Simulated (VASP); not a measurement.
**AlN: relaxation of cell and atoms with PBE+D3(BJ)**

The system is AlN.

```
CELL_PARAMETERS angstrom
3.11300 0.00000 0.00000
-1.55650 2.69594 0.00000
0.00000 0.00000 4.98100
ATOMIC_POSITIONS crystal
Al 0.33333 0.66667 0.00000
Al 0.66667 0.33333 0.50000
N 0.33333 0.66667 0.38000
N 0.66667 0.33333 0.88000
```

* Program: VASP 6.6.1
* Task: relaxation of cell and atoms
* Functional: PBE
* Dispersion: D3(BJ)
* Potentials or basis: VASP PAW PBE potentials, release 64 (Al, N)
* Cutoff: 600 eV
* k mesh: 12 × 12 × 6
* Occupations: gaussian, width 0.03 eV
* Spin: no spin polarisation
* Further INCAR settings: ALGO = Normal; EDIFF = 1e-06; IBRION = 2; EDIFFG = -0.01; NSW = 90; ISIF = 3

```
Relaxed volume                         : 10.40 Å³/atom
Relaxed cell                           : a = 3.106 Å, b = 3.106 Å, c = 4.978 Å, α = 90.00°, β = 90.00°, γ = 120.00°
Space group after relaxing (to 0.05 Å) : P6_3mc (No. 186)
Energy gained by relaxing              : 0.5 meV/atom
Ionic steps                            : 4
Pressure after relaxing                : 0.1 GPa
Largest force after relaxing           : 0.009 eV/Å
Band gap on the k mesh                 : 4.25 eV, direct
Dispersion energy per atom             : -0.270 eV
```

Forces on the atoms (eV/Å):
```
Al   0.000  0.000 -0.009
Al   0.000  0.000 -0.009
N    0.000  0.000  0.009
N    0.000  0.000  0.009
```

Stress tensor (GPa, compression positive):
```
 0.10  0.00  0.00
 0.00  0.10  0.00
 0.00  0.00 -0.05
```

The path:
```tsv
step	energy change (eV)	largest force (eV/Å)	pressure (GPa)	volume (Å³)
1	0.0000	0.1282	-0.90	41.80
2	-0.0003	0.0927	0.84	41.45
3	-0.0018	0.0118	-0.04	41.62
4	-0.0019	0.0091	0.05	41.60
```

Final structure:
```yaml
crystal:
  lattice:
    - [3.10608, 0.00000, 0.00000]
    - [-1.55304, 2.68994, 0.00000]
    - [0.00000, 0.00000, 4.97841]
  atoms:
    - { symbol: Al, position: [0.33333, 0.66667, 0.99922] }
    - { symbol: Al, position: [0.66667, 0.33333, 0.49922] }
    - { symbol: N, position: [0.33333, 0.66667, 0.38078] }
    - { symbol: N, position: [0.66667, 0.33333, 0.88078] }
```

Levels at points of the mesh, in eV from the valence-band top:
| k point | band 5 | band 6 | band 7 | band 8 | band 9 | band 10 | band 11 | band 12 |
| --- | --- | --- | --- | --- | --- | --- | --- | --- |
| (0.00, 0.00, 0.00) | -0.86 | -0.21 | -0.21 | 0.00 | 4.25 | 6.71 | 10.65 | 11.19 |
| (0.50, 0.00, 0.00) | -3.35 | -2.09 | -1.78 | -0.69 | 5.81 | 5.84 | 8.23 | 10.31 |
| (0.00, 0.00, 0.50) | -0.54 | -0.54 | -0.54 | -0.54 | 6.51 | 6.51 | 10.36 | 10.36 |
| (0.50, 0.00, 0.50) | -1.46 | -1.46 | -1.37 | -1.37 | 5.32 | 5.32 | 9.29 | 9.29 |

It took 81 s on 1 thread of Intel(R) Xeon(R) Platinum 8259CL CPU @ 2.50GHz (Skylake/Cascade Lake), with other jobs on the host, peak memory 0.21 GiB.

A k mesh can miss the band edges.
